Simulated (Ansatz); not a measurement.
Relaxation of a periodic cell of 19 atoms, HC18 (surface graphene monolayer, adsorbate H), to a largest force component of 0.03 eV/Å in at most 60 steps.

Computed with DFT PBE-D3(BJ), scalar-relativistic, plane waves, PAW in Ansatz. Settings: cutoff 420 eV, k mesh 2x2x1, fermi-dirac smearing 0.02 eV, spin collinear.

```xyz
19
Lattice="7.3980 0.0000 0.0000 -3.6990 6.4069 0.0000 0.0000 0.0000 13.0000" Properties=species:S:1:pos:R:3:forces:R:3
C 0.000 0.000 1.000 -0.26 -0.26 -0.11
C 1.233 0.712 1.000 0.13 -2.57 -1.23
C -1.233 2.136 1.000 -0.26 -0.04 -0.09
C 0.000 2.847 1.000 -2.05 1.36 -1.17
C -2.466 4.271 1.000 -0.01 0.00 0.00
C -1.233 4.983 1.000 -0.23 -0.11 0.03
C 2.466 0.000 1.000 0.26 0.09 0.19
C 3.699 0.712 1.000 -0.07 -0.13 -0.02
C 1.233 2.136 1.000 1.00 0.85 -1.25
C 2.466 2.847 1.000 1.22 0.67 0.36
C 0.000 4.271 1.000 0.20 0.11 0.15
C 1.233 4.983 1.000 -0.12 0.00 -0.02
C 4.932 0.000 1.000 -0.02 -0.01 0.02
C 6.165 0.712 1.000 -0.07 -0.05 -0.10
C 3.699 2.136 1.000 -0.23 0.16 -0.03
C 4.932 2.847 1.000 0.04 0.14 0.01
C 2.466 4.271 1.000 -0.01 -0.27 -0.03
C 3.699 4.983 1.000 0.16 -0.03 0.01
H 0.694 1.781 1.890 0.34 0.09 3.28
```

Task: Where does it end, and by what steps?

Result: The run converged. Limits of this set-up: coarse k mesh, slab without dipole correction. After 10 steps the energy has fallen by 1.347 eV; H19 moved furthest, 0.85 Å.

```
step  energy less start (eV)  largest force component (eV/Å)  accepted
   0                  0.0000                           3.277       yes
   1                 -0.4788                           1.619       yes
   2                 -0.8666                           1.023       yes
   3                 -1.1025                           0.813       yes
   4                 -1.2032                           0.241       yes
   5                 -1.2123                           0.114       yes
   6                 -1.2801                           1.139       yes
   7                 -1.2723                           1.161        no
   8                 -1.3468                           0.080       yes
   9                 -1.3469                           0.076       yes
  10                 -1.3475                           0.008       yes
```

```xyz
19
Lattice="7.3980 0.0000 0.0000 -3.6990 6.4069 0.0000 0.0000 0.0000 13.0000" Properties=species:S:1:pos:R:3
C -0.022 -0.022 0.940
C 1.205 0.663 1.005
C -1.261 2.124 0.940
C -0.055 2.844 1.005
C -2.494 4.253 0.872
C -1.264 4.963 0.884
C 2.431 -0.022 0.940
C 3.672 0.693 0.970
C 1.205 2.117 1.354
C 2.464 2.844 1.005
C -0.035 4.249 0.940
C 1.205 4.966 0.970
C 4.904 -0.019 0.968
C 6.136 0.693 0.970
C 3.671 2.124 0.939
C 4.904 2.832 0.883
C 2.444 4.249 0.939
C 3.674 4.963 0.883
H 1.205 2.117 2.481
```

Run time: 4.8 min on 2 threads of Intel(R) Xeon(R) Platinum 8488C (Sapphire Rapids) (shared host), peak memory 1.2 GiB.
